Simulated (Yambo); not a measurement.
Here is a Yambo 5.3.0 calculation.

The input optics0.in:

```
optics
chi
Chimod= "IP"
% BndsRnXd
 1 | 34 |
%
% LongDrXd
 1 | 0 | 0 |
%
% QpntsRXd
 1 | 1 |
%
% EnRngeXd
 0 | 20 | eV
%
% DmRngeXd
 0.1 | 0.1 | eV
%
ETStpsXd= 200
```

Contents of scf.in:

```
&CONTROL
  calculation = 'scf'
  prefix = 'pwscf'
  outdir = './tmp'
  pseudo_dir = './pseudo'
/
&SYSTEM
  ibrav = 0
  nat = 2
  ntyp = 2
  ecutwfc = 84
  nbnd = 15
  occupations = 'smearing'
  smearing = 'fd'
  degauss = 0.00367493
  force_symmorphic = .true.
/
&ELECTRONS
  conv_thr = 4d-10
  electron_maxstep = 120
  mixing_beta = 0.5
/
ATOMIC_SPECIES
Ga    69.7230 Ga.upf
N     14.0070 N.upf
CELL_PARAMETERS angstrom
   0.0000000000    2.2535006075    2.2535006075
   2.2535006075    0.0000000000    2.2535006075
   2.2535006075    2.2535006075    0.0000000000
ATOMIC_POSITIONS crystal
Ga     0.0000000000    0.0000000000    0.0000000000
N      0.2500000000    0.2500000000    0.2500000000
K_POINTS automatic
12 12 12 0 0 0
```

Contents of nscf.in:

```
&CONTROL
  calculation = 'nscf'
  prefix = 'pwscf'
  outdir = './tmp'
  pseudo_dir = './pseudo'
/
&SYSTEM
  ibrav = 0
  nat = 2
  ntyp = 2
  ecutwfc = 84
  nbnd = 39
  occupations = 'fixed'
  force_symmorphic = .true.
/
&ELECTRONS
  conv_thr = 1d-08
  diago_full_acc = .true.
  diago_thr_init = 1d-06
/
ATOMIC_SPECIES
Ga    69.7230 Ga.upf
N     14.0070 N.upf
CELL_PARAMETERS angstrom
   0.0000000000    2.2535006075    2.2535006075
   2.2535006075    0.0000000000    2.2535006075
   2.2535006075    2.2535006075    0.0000000000
ATOMIC_POSITIONS crystal
Ga     0.0000000000    0.0000000000    0.0000000000
N      0.2500000000    0.2500000000    0.2500000000
K_POINTS automatic
12 12 12 0 0 0
```

Potentials or basis: PseudoDojo 0.4.1 SR PBE standard.

Run with:

```console
$ OMP_NUM_THREADS=1 pw.x -in scf.in > scf.out
$ OMP_NUM_THREADS=1 pw.x -in nscf.in > nscf.out
$ cd tmp/pwscf.save; p2y; mv SAVE ../..; cd ../..
$ OMP_NUM_THREADS=1 yambo
$ OMP_NUM_THREADS=1 yambo -F optics0.in -J optics0 -C optics0_out
```

Question: What does it give for the electronic dielectric constant along the field?

Answer: 6.06.

Question: Predict the band gap on the k mesh, mean-field level.

Answer: 1.76 eV, direct.

Dielectric function (along the field direction of the input):
```tsv
energy (eV)	real part	imaginary part
0.30	6.08	0.08
1.31	6.48	0.15
2.31	7.61	0.81
3.32	6.58	1.06
4.42	7.49	1.26
5.43	8.97	2.85
6.43	5.89	8.16
7.54	2.97	6.42
8.54	3.33	3.70
9.55	0.98	6.18
10.65	0.61	4.38
11.66	-1.37	5.89
12.66	-2.87	3.18
13.77	-2.41	1.62
14.77	-1.23	1.37
15.78	-0.66	0.81
16.88	-0.24	0.84
17.89	-0.02	0.78
18.89	0.06	0.78
20.00	0.18	0.41
```

Caveat: spectra need much finer meshes, so this one isn't converged; independent-particle spectra lack excitons.

**What was measured.**

A printed reference work, textbook reports, for a bulk crystal of GaN at 0 K: band gap 3.299 eV (direct).

Against the measured gap of GaN, 3.299 eV (direct; 0 K; a printed reference work, textbook), the calculated 1.76 eV is off by -1.54 eV. Spin-orbit coupling on Ga is left out. The value is that of PBE on a finite k mesh, which can miss the band edges, without temperature or zero-point motion. Semilocal functionals fall short of measured gaps as a rule. The cell is a database's relaxed one, not the measured one, which moves gaps too.
